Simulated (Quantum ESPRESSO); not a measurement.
The system is SiC (Moissanite).

```
Si C
1.0
     3.07600    0.00000    0.00000
    -1.53800    2.66389    0.00000
     0.00000    0.00000    5.04800
Si C
2 2
Cartesian
  1.5380 0.8880 2.5240
  0.0000 1.7759 0.0000
  1.5380 0.8880 4.4675
  0.0000 1.7759 1.9435
```

Base run:

```yaml
Program: Quantum ESPRESSO 7.5
Functional: SOGGA
Potentials_or_basis: PseudoDojo 0.4.1 SR PBE standard
Cutoff: 1116 eV
Density_cutoff: 4463 eV
k_mesh: 10 × 10 × 5
Occupations: fermi-dirac, width 0.05 eV
Spin: no spin polarisation
```

Its results: band gap on the k mesh 2.22 eV, indirect (least direct gap 3.87 eV); pressure -0.1 GPa; largest force 0.760 eV/Å.

Q: The run is repeated on the same cell with these changes: functional from SOGGA to B86bPBE. What comes out?

A: Band gap on the k mesh 2.54 eV, indirect (least direct gap 4.13 eV); pressure 4.4 GPa; largest force 0.760 eV/Å.

Caveats: the potentials were made for another functional, which shifts forces and pressure; the mesh misses the band edges, which the band path finds closer together; SOGGA exchange is joined with the correlation of PBE here (some runs).

Not every run made on this cell is shown here.
